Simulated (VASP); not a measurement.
# KBr (Fm-3m) in VASP: further runs

One crystal, KBr, is run at these levels: PBE+D3(BJ), PBE; tasks: relaxation of cell and atoms.

All numbers are computed with VASP 6.6.1; they aren't measurements. Logs are shortened: lines on timing, memory, paths and dates and some standing lists are left out, and cuts for length are marked.

## Step 1: The crystal as given

It takes space group Fm-3m (No. 225, cubic). Conventional cell: a = 6.578 Å, b = 6.578 Å, c = 6.578 Å, α = 90.00°, β = 90.00°, γ = 90.00°. Around K (site symmetry m-3m) lie 6 Br at 3.29 Å. Around Br (site symmetry m-3m) lie 6 K at 3.29 Å.

## Step 2: Relaxation of cell and atoms, PBE+D3(BJ)

INCAR reads:

```
  ALGO = Normal
  EDIFF = 1E-7
  EDIFFG = -0.005
  ENCUT = 600
  GGA = PE
  IBRION = 2
  ISIF = 3
  ISMEAR = 0
  IVDW = 12
  LASPH = T
  LCHARG = F
  LREAL = F
  LWAVE = F
  NELM = 80
  NSW = 90
  PREC = Accurate
  SIGMA = 0.03
```

KPOINTS reads:

```
k-points
0
Gamma
  8 8 8
```

POSCAR reads:

```
KBr                                     
1.0
    0.0000000000      3.2889749277      3.2889749277
    3.2889749277      0.0000000000      3.2889749277
    3.2889749277      3.2889749277      0.0000000000
  K               Br            
     1     1
Direct
     0.0000000000000000    0.0000000000000000    0.0000000000000000
     0.5000000000000000    0.5000000000000000    0.5000000000000000
```

Potentials or basis: VASP PAW PBE potentials, release 64 (K_sv, Br).

The run is started by

```
cat potpaw_PBE.64/K_sv/POTCAR potpaw_PBE.64/Br/POTCAR > POTCAR
mpirun -np 1 vasp_std > vasp.out
```

OUTCAR:

```text
EDIFF = 1E-7
   EDIFFG = -0.005
   ENCUT = 600
   GGA = PE
   IBRION = 2
   ISIF = 3
   ISMEAR = 0
   IVDW = 12
   LASPH = T
   LREAL = F
   NELM = 80
   NSW = 90
   PREC = Accurate
 IVDW          = 12

 ion  position               nearest neighbor table
   1  0.000  0.000  0.000-   2 3.29   2 3.29   2 3.29   2 3.29   2 3.29   2 3.29
   2  0.500  0.500  0.500-   1 3.29   1 3.29   1 3.29   1 3.29   1 3.29   1 3.29

  LATTYP: Found a face centered cubic cell.
 ALAT       =     6.5779498554

  Lattice vectors:

 A1 = (   0.0000000000,   3.2889749277,   3.2889749277)
 A2 = (   3.2889749277,   0.0000000000,   3.2889749277)
 A3 = (   3.2889749277,   3.2889749277,   0.0000000000)

Analysis of symmetry for initial positions (statically):
=====================================================================
 Subroutine PRICEL returns:
 Original cell was already a primitive cell.

 Routine SETGRP: Setting up the symmetry group for a
 face centered cubic supercell.

 Subroutine GETGRP returns: Found 48 space group operations
 (whereof 48 operations were pure point group operations)
 out of a pool of 48 trial point group operations.

The static configuration has the point symmetry O_h .

Analysis of symmetry for dynamics (positions and initial velocities):
=====================================================================
 Subroutine PRICEL returns:
 Original cell was already a primitive cell.

 Routine SETGRP: Setting up the symmetry group for a
 face centered cubic supercell.

 Subroutine GETGRP returns: Found 48 space group operations
 (whereof 48 operations were pure point group operations)
 out of a pool of 48 trial point group operations.

The dynamic configuration has the point symmetry O_h .

 Subroutine INISYM returns: Found 48 space group operations
 (whereof 48 operations are pure point group operations),
 and found     1 'primitive' translations

----------------------------------------------------------------------------------------

                                     Primitive cell

  volume of cell :      71.1560

  direct lattice vectors                    reciprocal lattice vectors
     0.000000000  3.288974928  3.288974928    -0.152023050  0.152023050  0.152023050
     3.288974928  0.000000000  3.288974928     0.152023050 -0.152023050  0.152023050
     3.288974928  3.288974928  0.000000000     0.152023050  0.152023050 -0.152023050

  length of vectors
     4.651312949  4.651312949  4.651312949     0.263311647  0.263311647  0.263311647

  position of ions in fractional coordinates (direct lattice)
     0.000000000  0.000000000  0.000000000
     0.500000000  0.500000000  0.500000000

  ion indices of the primitive-cell ions
   primitive index   ion index
                 1           1
                 2           2

----------------------------------------------------------------------------------------

 KPOINTS: k-points

Automatic generation of k-mesh.
 Grid dimensions read from file:
 generate k-points for:    8    8    8

 Generating k-lattice:

  Cartesian coordinates                     Fractional coordinates (reciprocal lattice)
    -0.019002881  0.019002881  0.019002881     0.125000000  0.000000000  0.000000000
     0.019002881 -0.019002881  0.019002881     0.000000000  0.125000000  0.000000000
     0.019002881  0.019002881 -0.019002881     0.000000000  0.000000000  0.125000000

  Length of vectors
     0.032913956  0.032913956  0.032913956

  Shift w.r.t. Gamma in fractional coordinates (k-lattice)
[... 63 lines left out ...]
   NELECT =      16.0000    total number of electrons
   NUPDOWN=      -1.0000    fix difference up-down
   EMIN   =  10.00;   EMAX   =-10.00  energy-range for DOS
   EFERMI =   0.00;   METHOD = LEGACY
   ISMEAR =     0;   SIGMA  =   0.03  broadening in eV -4-tet -1-fermi 0-gaus
   EFERMI_NEDOS =   21; number of points for ismear=-14 and -15
   IALGO  =     38    algorithm
   IMIX   =      4    mixing-type and parameters
     AMIX     =   0.40;   BMIX     =  1.00
     AMIX_MAG =   1.60;   BMIX_MAG =  1.00
  volume/ion in A,a.u.               =      35.58       240.09
  Fermi-wavevector in a.u.,A,eV,Ry     =   0.995507  1.881235 13.483835  0.991034
  Thomas-Fermi vector in A             =   2.127532
   LORBIT       =      0    0 simple, 1 ext, 2 COOP (PROOUT), +10 PAW based schemes
   GGA     = PE    functional components
   LHFCALC =     F    Hartree Fock is set to
   AEXX    =    0.0000 exact exchange contribution
   IVDW    =    12    specifies the selected vdW correction
   LEPSILON=     F    determine dielectric tensor
   LRPA    =     F    only Hartree local field effects (RPA)
 conjugate gradient relaxation of ions
 non-spin polarized calculation
 Gauss-broadening in eV      SIGMA  =   0.03
  energy-cutoff  :      600.00
  volume of cell :       71.16
 maximum number of plane-waves:      2421
 NGX is ok and might be reduce to    40
   NGX = 19   NGY = 19   NGZ = 19

--------------------------------------- Ionic step        1  -------------------------------------------

 number of electron      16.0000000 magnetization

 Free energy of the ion-electron system (eV)
  ---------------------------------------------------
  ext. energy  EPLUGINS =         0.00000000
  ---------------------------------------------------
  free energy    TOTEN  =        -6.21133099 eV

  energy without entropy =       -6.21133099  energy(sigma->0) =       -6.21133099

------------------------ aborting loop because EDIFF is reached ----------------------------------------

 Edisp (eV)   -0.41782

 E8    (eV) :    -0.1954

  FORCE on cell =-STRESS in cart. coord.  units (eV):
  Direction    XX          YY          ZZ          XY          YZ          ZX
  --------------------------------------------------------------------------------------
  -------------------------------------------------------------------------------------
  Total      -0.01873    -0.01873    -0.01873     0.00000     0.00000     0.00000
  in kB      -0.42167    -0.42167    -0.42167     0.00000     0.00000     0.00000
  external pressure =       -0.42 kB  Pullay stress =        0.00 kB

 VOLUME and BASIS-vectors are now :
 -----------------------------------------------------------------------------
  energy-cutoff  :      600.00
  volume of cell :       71.16
      direct lattice vectors                 reciprocal lattice vectors
     0.000000000  3.288974928  3.288974928    -0.152023050  0.152023050  0.152023050
     3.288974928  0.000000000  3.288974928     0.152023050 -0.152023050  0.152023050
     3.288974928  3.288974928  0.000000000     0.152023050  0.152023050 -0.152023050

 POSITION                                       TOTAL-FORCE (eV/Angst)
 -----------------------------------------------------------------------------------
      0.00000      0.00000      0.00000         0.000000     -0.000000      0.000000
      3.28897      3.28897      3.28897        -0.000000      0.000000     -0.000000
 -----------------------------------------------------------------------------------
    total drift:                                0.000000     -0.000000     -0.000000

  FREE ENERGIE OF THE ION-ELECTRON SYSTEM (eV)
  ---------------------------------------------------
  free  energy   TOTEN  =        -6.6291462294 eV

  energy  without entropy=       -6.6291462294  energy(sigma->0) =       -6.62914623

--------------------------------------- Ionic step        2  -------------------------------------------

 number of electron      16.0000000 magnetization

 Free energy of the ion-electron system (eV)
  ---------------------------------------------------
  ext. energy  EPLUGINS =         0.00000000
  ---------------------------------------------------
  free energy    TOTEN  =        -6.21075827 eV

  energy without entropy =       -6.21075827  energy(sigma->0) =       -6.21075827

 E-fermi :  -1.5546     XC(G=0):  -7.4163

 val. band max:       -1.6949336272   @ k =   0.0000   0.0000   0.0000
 cond. band min:       2.7698221056   @ k =   0.0000   0.0000   0.0000
 fundamental gap:      4.4647557329
 Fermi energy:        -1.5546219525

 k-point     1 :       0.0000    0.0000    0.0000
  band No.  band energies     occupation
      1     -29.4516      2.00000
      2     -14.0015      2.00000
      3     -12.9303      2.00000
      4     -12.9303      2.00000
      5     -12.9303      2.00000
      6      -1.6949      2.00000
      7      -1.6949      2.00000
      8      -1.6949      2.00000
      9       2.7698      0.00000
     10       5.9111      0.00000
     11       5.9111      0.00000
     12       5.9111      0.00000
[... 331 lines left out ...]
 k-point    24 :      -0.3750    0.2500    0.1250
  band No.  band energies     occupation
      1     -29.4448      2.00000
      2     -14.0985      2.00000
      3     -12.9664      2.00000
      4     -12.9511      2.00000
      5     -12.7608      2.00000
      6      -2.6753      2.00000
      7      -2.1704      2.00000
      8      -2.0619      2.00000
      9       5.3415      0.00000
     10       6.1296      0.00000
     11       7.2403      0.00000
     12       7.6603      0.00000

 [... further k-points ...]

------------------------ aborting loop because EDIFF is reached ----------------------------------------

 Edisp (eV)   -0.41841

 E8    (eV) :    -0.1957

  FORCE on cell =-STRESS in cart. coord.  units (eV):
  Direction    XX          YY          ZZ          XY          YZ          ZX
  --------------------------------------------------------------------------------------
  -------------------------------------------------------------------------------------
  Total      -0.00826    -0.00826    -0.00826     0.00000     0.00000     0.00000
  in kB      -0.18625    -0.18625    -0.18625     0.00000     0.00000     0.00000
  external pressure =       -0.19 kB  Pullay stress =        0.00 kB

 VOLUME and BASIS-vectors are now :
 -----------------------------------------------------------------------------
  energy-cutoff  :      600.00
  volume of cell :       71.06
      direct lattice vectors                 reciprocal lattice vectors
     0.000000000  3.287489211  3.287489211    -0.152091754  0.152091754  0.152091754
     3.287489211  0.000000000  3.287489211     0.152091754 -0.152091754  0.152091754
     3.287489211  3.287489211  0.000000000     0.152091754  0.152091754 -0.152091754

 POSITION                                       TOTAL-FORCE (eV/Angst)
 -----------------------------------------------------------------------------------
      3.28749      6.57498      3.28749         0.000000     -0.000000      0.000000
      3.28749      3.28749      3.28749         0.000000      0.000000     -0.000000
 -----------------------------------------------------------------------------------
    total drift:                               -0.000000     -0.000000     -0.000000

  FREE ENERGIE OF THE ION-ELECTRON SYSTEM (eV)
  ---------------------------------------------------
  free  energy   TOTEN  =        -6.6291660440 eV

  energy  without entropy=       -6.6291660440  energy(sigma->0) =       -6.62916604

 reached required accuracy - stopping structural energy minimisation
```

It took 54 s on 1 thread of Intel Xeon Platinum 8259CL at 2.50GHz (Skylake/Cascade Lake), shared host; peak memory 0.26 GiB.

Results:

- Free energy: -6.6292 eV
- Relaxed volume: 35.53 Å³/atom
- Relaxed cell: a = 4.649 Å, b = 4.649 Å, c = 4.649 Å, α = 60.00°, β = 60.00°, γ = 60.00°
- Space group after relaxing (to 0.05 Å): Fm-3m (No. 225)
- Energy gained by relaxing: 0.0 meV/atom
- Ionic steps: 2
- Pressure after relaxing: 0.0 GPa
- Band gap on the k mesh: 4.46 eV, direct
- Dispersion energy per atom: -0.209 eV

Final structure:
```xyz
2
Lattice="0.0000 3.2875 3.2875 3.2875 0.0000 3.2875 3.2875 3.2875 0.0000" Properties=species:S:1:pos:R:3 pbc="T T T"
K     3.2875    6.5750    3.2875
Br    3.2875    3.2875    3.2875
```

A k mesh can miss the band edges. Expect the measured gap to be larger: semilocal functionals such as PBE lack the derivative discontinuity.

(Part 1 of 2 ends here.)
